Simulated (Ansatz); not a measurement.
# AlNi3 (Pm-3m) in Ansatz: further runs

The runs below take AlNi3 through relaxation of cell and atoms, with revPBE+D3(BJ), revPBE+D4, BLYP+D3(BJ).

Everything below comes from runs of Ansatz 0.2.0. Logs are shortened: lines on timing, memory, paths and dates and some standing lists are left out, and cuts for length are marked.

## Step 1: The crystal as given

The structure is cubic, space group Pm-3m (No. 221). The conventional cell has a = 3.523 Å, b = 3.523 Å, c = 3.523 Å, α = 90.00°, β = 90.00°, γ = 90.00°. Ni (site symmetry 4/mmm) is surrounded by 8 Ni at 2.49 Å and 4 Al at 2.49 Å. Around Al (site symmetry m-3m) lie 12 Ni at 2.49 Å.

The cell is a database's computed one.

## Step 2: Relaxation of cell and atoms, revPBE+D3(BJ), collinear spin, ferromagnetic start

File input.yaml:

```yaml
crystal:
  lattice:
    - [3.5230547267, 0.0, 0.0]
    - [0.0, 3.5230547267, 0.0]
    - [0.0, 0.0, 3.5230547267]
  atoms:
    - { symbol: Ni, position: [0.5, 0.5, 0.0], spin: 1.0 }
    - { symbol: Ni, position: [0.5, 0.0, 0.5], spin: 1.0 }
    - { symbol: Ni, position: [0.0, 0.5, 0.5], spin: 1.0 }
    - { symbol: Al, position: [0.0, 0.0, 0.0] }
hamiltonian:
  xc: revpbe
  pseudopotentials: { kind: paw }
  dispersion: d3bj
magnetization:
  spin_polarized: true
kpoints:
  mp_grid: { grid: [8, 8, 8] }
scf:
  occupations: { method: fermi_dirac, width: 0.05 }
output:
  forces: true
  stress: true
relax:
  f_tol: 0.01
  max_steps: 40
  cell: { stress_tol: 0.05 }
```

Potentials or basis: Ansatz PAW.

Launch:

```console
> ansatz run input.yaml --threads 2 --pin off --max-ram 5632MiB --backend cpu --events-out ev --progress --plain --runs-dir out
```

The log of the run:

```text
Warning: RAYON_NUM_THREADS=2 ignored (pool sized by the plan → 2); use --threads N
Engine: ansatz 0.2.0, x86_64-unknown-linux-gnu
Pseudopotentials: kind: paw
Pseudopotential: Ni, paw, valence charge 18, recommended cutoff 420 eV (normal), Ni.paw.azcp
Pseudopotential: Al, paw, valence charge 3, recommended cutoff 420 eV (normal), Al.paw.azcp
Functional definition: revPBE
  parameter kappa = 1.245
  parameter beta = 0.06672455060314922
  exchange = pbe_x(kappa = kappa, mu = beta*pi^2/3)
  correlation = pbe_c(beta = beta)
Crystal: 4 atoms, lattice volume = 43.728 Å³
Basis set: ecut = 420 eV, 847 PW (Γ), exchange–correlation on 48×48×48 points (8 copies of the dense FFT grid, shifted against one another)
Bands: 36, of which v1, the nominal top of the filled ones, is band 29 counted from 1 (28 counted from 0)
Symmetry: 48 space group operations
Space group: Pm-3m (ITA 221), of the structure as read, at distance tolerance 3.5e-5 Å
Magnetic group: BNS 221.92 (UNI 1594), of the structure as read, at distance tolerance 3.5e-5 Å
k-points: 35 of 512
Non-local potential: Ni, projectors of the file, l = 0: 3, l = 1: 2, l = 2: 3, l = 3: 1
Non-local potential: Al, projectors of the file, l = 0: 2, l = 1: 2, l = 2: 1
PAW form: soft (Blöchl's): semilocal exchange-correlation on the pseudo side does not see the compensation charge
PAW frozen core: Ni, regenerated for the run's functional, and the local potential with it (the file was generated under x = pbe(κ = 0.804, μ = 0.2195149727645171), c = pbe(β = 0.06672455060314922))
PAW frozen core: Al, regenerated for the run's functional, and the local potential with it (the file was generated under x = pbe(κ = 0.804, μ = 0.2195149727645171), c = pbe(β = 0.06672455060314922))
PAW one-centre angular grid: Ni, 590 points (default); XC on 64 Gauss nodes
PAW one-centre angular grid: Al, 110 points (default); XC on 64 Gauss nodes
Initial density: superposition of atomic densities (chi_scale 0.1, normalization cell)
Starting moments: Σ|m| = 3 μB on 3 of 4 sites
Initial wavefunctions: pseudopotential atomic-orbital guess
Functional: x = revpbe(κ = 1.245, μ = 0.2195149727645171), c = pbe(β = 0.06672455060314922)
SCF iter   1: F=—  HF=-18071.436388 eV  |F-HF|=—  |Δ(HF+E_count)|=         —  Δρ=6.44e-2 (↑6.44e-2 ↓3.60e-2)  dr2=1.95e0  dr2_m=3.23e-1  M=1.781 μB ∫|m|=2.292 μB  β_m=0.30  ethr=3.10e-3  ⟨swp⟩=5.8  Hψ=8952  notcnv=0  defer=9
Mixer restart at iter 1: flushing history
preconditioner: auto → Kerker (q_TF=auto, 2.852 Å⁻¹)  [metal: Δε(μ)=0.012 eV  Ē_g=8.062 eV  σ=0.050 eV  W_gap=0.06  n_scr=18 (ndim 8)  ℏωp=32.3 eV  f_vac=0.000  D(μ)=4.55/eV (n_scr^D=56)]
spin=Collinear: Kerker preconditioning applied to the charge; magnetization (m = ρ↑ − ρ↓) channel mixes plain (no charge-response kernel on spin).
SCF iter   2: F=—  HF=-18071.167274 eV  |F-HF|=—  |Δ(HF+E_count)|=   2.69e-1  Δρ=4.56e-2 (↑2.27e-2 ↓4.56e-2)  dr2=3.31e-1  dr2_m=3.75e-1  M=1.521 μB ∫|m|=2.036 μB  β_m=0.33  ethr=3.10e-3  ⟨swp⟩=2.3  Hψ=4256  notcnv=0  defer=102
SCF iter   3: F=—  HF=-18072.569970 eV  |F-HF|=—  |Δ(HF+E_count)|=    1.40e0  Δρ=4.42e-2 (↑2.00e-2 ↓4.42e-2)  dr2=3.63e-1  dr2_m=3.61e-1  M=1.312 μB ∫|m|=1.835 μB  β_m=0.22  ethr=5.80e-4  ⟨swp⟩=2.0  Hψ=3706  notcnv=0  defer=102
SCF iter   4: F=—  HF=-18073.520101 eV  |F-HF|=—  |Δ(HF+E_count)|=   9.50e-1  Δρ=3.44e-2 (↑1.78e-2 ↓3.44e-2)  dr2=2.44e-1  dr2_m=2.44e-1  M=1.194 μB ∫|m|=1.670 μB  β_m=0.41  ethr=5.80e-4  ⟨swp⟩=2.7  Hψ=3935  notcnv=0  defer=108
SCF iter   5: F=—  HF=-18074.471229 eV  |F-HF|=—  |Δ(HF+E_count)|=         —  Δρ=2.51e-2 (↑2.51e-2 ↓2.23e-2)  dr2=5.43e-2  dr2_m=2.13e-1  M=0.848 μB ∫|m|=1.109 μB  β_m=0.77  ethr=4.28e-4  ⟨swp⟩=3.0  Hψ=4400  notcnv=0  defer=110
Mixer restart at iter 5: flushing history
[... 60 lines left out ...]
SCF iter  11: F=-18074.761291 eV  HF=-18074.761291 eV  |F-HF|=3.64e-12  |Δ(HF+E_count)|=  3.64e-12  Δρ=2.38e-9 (↑1.84e-9 ↓2.38e-9)  dr2=2.39e-15  dr2_m=1.38e-15  M=0.707 μB ∫|m|=0.892 μB  ethr=1.00e-12  ⟨swp⟩=2.1  Hψ=7206  notcnv=0
SCF 4 converged in 11 iterations: F = -18074.761291 eV  dr2 = 2.39e-15
relax step   4: F+E_penalty+E_count = -18074.76129097 eV  Δ(F+E_penalty+E_count) = +2.998e-4 eV  max|allowed force component| = 1.400e-28 eV/Å  Δτ_max = 0.0000 Å  P = +0.049 GPa  Ω = 43.090 Å³  stress off target by 4.90e-2 GPa  SCF on the basis re-selected at this cell (its energy is not comparable with the rows above)  (11 SCF iters)
basis re-selected at this cell: Δ(F+E_penalty+E_count) = +2.998e-4 eV, ΔP = +0.009 GPa vs the last step (what re-selecting the basis moved, of the pressure what is left beyond the Pulay correction that the steps carried, after the strain that the cell walked since its last selection, with what the two solves' SCF thresholds leave and, on support functions, any second-order correction that the steps lacked; it is no measure of the basis error at this ecutwfc). This SCF's stress stands 4.90e-2 GPa from its target on what of the cell is left free (relax.cell.stress_tol is 5.00e-2 GPa) and its largest allowed force component is 1.40e-28 eV/Å (relax.f_tol is 1.00e-2 eV/Å): within both
SCF converged after 11 iterations
Magnetization: 0.7072 μB (28.8536 up, 28.1464 down)
Absolute magnetization: 0.8925 μB (∫|ρ↑−ρ↓|, with the PAW one-centre terms)
Spin contamination: 0.0141 ħ² per cell (⟨S²⟩ above its minimum at these occupations)
Per-site moments (μB) at R_I (Å): [(0.26293325882666524, 1.0225861266199419), (0.262933258826665, 1.0225861266199419), (0.2629332588266649, 1.0225861266199419), (-0.01633382193553716, 1.0225861266199419)]
Free energy (F): -18074.761291 eV
Harris-Foulkes:  -18074.761291 eV  (|F-HF|=3.64e-12)
Internal energy: -18074.733325 eV  (E = F + TS)
E sigma→0 (E₀):  -18074.747308 eV
Entropy (-TS):   -0.027966 eV (-6.991 meV/atom)
Fermi energy:    16.872619 eV
--- Per-component energies (eV) ---
  E_band       = -882.022696
  E_kinetic    = 879.881726
  E_local      = -11801.051896  (includes V_loc(G=0)·N_el)
  E_nonlocal   = 1915.670973
  E_hartree    = 5033.372694
  E_xc         = -298.401627
  E_vxc        = -362.291699  (∫ρ·V_xc dr)
  E_paw        = -5371.015419  (= ΣΔE_a)
  E_vpaw       = -1580.978855  (= ΣTr[D̂ρ^β])
  E_aug_tail   = 0.001670  (compensation charges beyond the density's cutoff)
  E_ewald      = -8429.390352
  E_disp       = -3.692288  (pairwise vdW)
  E_core_change = -0.108807  (= ΣΔE_core)
  E_smearing   = -0.027966  (= −TS)
  E_closure    = 0.000000  (closes the sum)
  Σ components = -18074.761291   (vs F -18074.761291, Δ=0.00e0)
--- Forces (eV/Å), atoms counted from 1 ---
  atom   1  Ni    -0.00000000    -0.00000000    -0.00000000
  atom   2  Ni    -0.00000000     0.00000000    -0.00000000
  atom   3  Ni    -0.00000000     0.00000000     0.00000000
  atom   4  Al     0.00000000    -0.00000000     0.00000000
  max |Σ_I F_I| component: 7.97e-29 eV/Å
--- Stress (GPa, compression-positive) ---
        0.048995       0.000000      -0.000000
        0.000000       0.048995      -0.000000
       -0.000000      -0.000000       0.048995
  P = ⅓ Tr σ = 0.0490 GPa (0.490 kbar)
--- Relaxed structure (3 steps of the walk, 3 accepted, 1 SCFs on fresh bases) ---
  F+E_penalty+E_count = -18074.76129097 eV   max|allowed force component| = 1.400e-28 eV/Å   (the final SCF, on the basis selected at the relaxed cell)
  cell:  # Å, volume = 43.0896 Å³
    - [3.505830712631498, -1.293984181385174e-34, -3.209883240645393e-34]
    - [-1.293984181385174e-34, 3.505830712631498, 0.0]
    - [-1.925929944387236e-34, 0.0, 3.505830712631498]
  atoms:
    - { symbol: Ni, position: [0.49999999999999994, 0.49999999999999994, 1.6015569787089038e-37] }
    - { symbol: Ni, position: [0.49999999999999994, 2.402335468118976e-37, 0.49999999999999994] }
    - { symbol: Ni, position: [-1.1566800401513388e-36, 0.49999999999999994, 0.49999999999999994] }
    - { symbol: Al, position: [-1.779507747837033e-38, 1.6905323664153366e-37, -5.338523262570019e-38] }
```

Wall time 4.7 s (2 threads of AMD EPYC 9R45 (Zen 5), shared host); peak memory 0.51 GiB.

What came out:

- Free energy: -18074.7613 eV
- Relaxed volume: 10.77 Å³/atom
- Relaxed cell: a = 3.506 Å, b = 3.506 Å, c = 3.506 Å, α = 90.00°, β = 90.00°, γ = 90.00°
- Space group after relaxing (to 0.05 Å): Pm-3m (No. 221)
- Energy gained by relaxing: 1.4 meV/atom
- Ionic steps: 4
- Pressure after relaxing: 0.0 GPa
- Net moment: 0.71 μB per cell
- Absolute moment: 0.89 μB per cell
- Site moments: Ni +0.26; Al -0.02 μB

The path:
| step | energy change (eV) | largest force (eV/Å) | volume (Å³) |
| --- | --- | --- | --- |
| 1 | 0.0000 | 0.0000 | 43.73 |
| 2 | -0.0045 | 0.0000 | 43.40 |
| 3 | -0.0060 | 0.0000 | 43.09 |
| 4 | -0.0057 | 0.0000 | 43.09 |

Final structure:
```
CELL_PARAMETERS angstrom
3.50583 0.00000 0.00000
0.00000 3.50583 0.00000
0.00000 0.00000 3.50583
ATOMIC_POSITIONS crystal
Ni 0.50000 0.50000 0.00000
Ni 0.50000 0.00000 0.50000
Ni 0.00000 0.50000 0.50000
Al 0.00000 0.00000 0.00000
```

Caveat: the plane-wave basis is chosen anew once the cell has moved, so the energies of steps on either side of that aren't comparable; the PAW data sets come from PBE, with cores solved anew for the run's functional, which leaves a small shift of forces and pressure.

## Step 3: Relaxation of cell and atoms, revPBE+D4, collinear spin, ferromagnetic start

Changes to input.yaml since step 2:

```diff
@@ -13,3 +13,3 @@
   pseudopotentials: { kind: paw }
-  dispersion: d3bj
+  dispersion: d4
 magnetization:
```

Potentials or basis: Ansatz PAW.

Launch:

```console
> ansatz run input.yaml --threads 2 --pin off --max-ram 5632MiB --backend cpu --events-out ev --progress --plain --runs-dir out
```

It took 4.8 s on 2 threads of AMD EPYC 9R45 (Zen 5), shared host; peak memory 0.49 GiB.

The run converged. Its results:

| Quantity | Value |
| --- | --- |
| Free energy | -18074.3138 eV |
| Relaxed volume | 10.91 Å³/atom |
| Relaxed cell | a = 3.520 Å, b = 3.520 Å, c = 3.520 Å, α = 90.00°, β = 90.00°, γ = 90.00° |
| Space group after relaxing (to 0.05 Å) | Pm-3m (No. 221) |
| Energy gained by relaxing | 0.0 meV/atom |
| Ionic steps | 4 |
| Pressure after relaxing | 0.0 GPa |
| Net moment | 0.72 μB per cell |
| Absolute moment | 0.91 μB per cell |
| Site moments | Ni +0.27; Al -0.02 μB |

Step by step:
```
step  energy change (eV)  largest force (eV/Å)  volume (Å³)
   1              0.0000                0.0000        43.73
   2             -0.0001                0.0000        43.68
   3             -0.0002                0.0000        43.63
   4             -0.0001                0.0000        43.63
```

Final structure:
```yaml
crystal:
  lattice:
    - [3.52050, 0.00000, 0.00000]
    - [0.00000, 3.52050, 0.00000]
    - [0.00000, 0.00000, 3.52050]
  atoms:
    - { symbol: Ni, position: [0.50000, 0.50000, 0.00000] }
    - { symbol: Ni, position: [0.50000, 0.00000, 0.50000] }
    - { symbol: Ni, position: [0.00000, 0.50000, 0.50000] }
    - { symbol: Al, position: [0.00000, 0.00000, 0.00000] }
```

Caveat: the plane-wave basis is chosen anew once the cell has moved, so the energies of steps on either side of that aren't comparable; the PAW data sets come from PBE, with cores solved anew for the run's functional, which leaves a small shift of forces and pressure.

## Step 4: Relaxation of cell and atoms, BLYP+D3(BJ), collinear spin, ferromagnetic start

Changes to input.yaml since step 3:

```diff
@@ -11,5 +11,5 @@
 hamiltonian:
-  xc: revpbe
+  xc: blyp
   pseudopotentials: { kind: paw }
-  dispersion: d4
+  dispersion: d3bj
 magnetization:
```

Launch:

```console
> ansatz run input.yaml --threads 2 --pin off --max-ram 5632MiB --backend cpu --events-out ev --progress --plain --runs-dir out
```

Wall time 4.7 s (2 threads of AMD EPYC 9R45 (Zen 5), shared host); peak memory 0.53 GiB.

The run converged. Its results:

```yaml
Free_energy: -18091.2396 eV
Relaxed_volume: 10.83 Å³/atom
Relaxed_cell: a = 3.512 Å, b = 3.512 Å, c = 3.512 Å, α = 90.00°, β = 90.00°, γ = 90.00°
Space_group_after_relaxing_to_0.05_Å: Pm-3m (No. 221)
Energy_gained_by_relaxing: 0.6 meV/atom
Ionic_steps: 4
Pressure_after_relaxing: 0.0 GPa
Net_moment: 0.63 μB per cell
Absolute_moment: 0.77 μB per cell
Site_moments: Ni +0.23; Al -0.01 μB
```

The path:
| step | energy change (eV) | largest force (eV/Å) | volume (Å³) |
| --- | --- | --- | --- |
| 1 | 0.0000 | 0.0000 | 43.73 |
| 2 | -0.0019 | 0.0000 | 43.52 |
| 3 | -0.0027 | 0.0000 | 43.31 |
| 4 | -0.0024 | 0.0000 | 43.31 |

Final structure:
```xyz
4
Lattice="3.5117 0.0000 0.0000 0.0000 3.5117 0.0000 0.0000 0.0000 3.5117" Properties=species:S:1:pos:R:3 pbc="T T T"
Ni    1.7559    1.7559    0.0000
Ni    1.7559    0.0000    1.7559
Ni    0.0000    1.7559    1.7559
Al    0.0000    0.0000    0.0000
```

Caveat: the plane-wave basis is chosen anew once the cell has moved, so the energies of steps on either side of that aren't comparable; the PAW data sets come from PBE, with cores solved anew for the run's functional, which leaves a small shift of forces and pressure.

## Step 5: Summary

| level | pressure (GPa) | moment (μB) | relaxed volume (Å³/atom) |
| --- | --- | --- | --- |
| revPBE+D3(BJ) | 0.0 | 0.71 | 10.77 |
| revPBE+D4 | 0.0 | 0.72 | 10.91 |
| BLYP+D3(BJ) | 0.0 | 0.63 | 10.83 |

Alike in all rows: task relaxation of cell and atoms; potentials or basis Ansatz PAW; spin collinear, ferromagnetic start; cell relaxed; k mesh 8 × 8 × 8; cutoff (eV) 420; smearing fermi-dirac 0.05 eV.

Caveats: the plane-wave basis is chosen anew once the cell has moved, so the energies of steps on either side of that aren't comparable; the PAW data sets come from PBE, with cores solved anew for the run's functional, which leaves a small shift of forces and pressure.

Absolute energies hang on the potentials; compare differences alone.
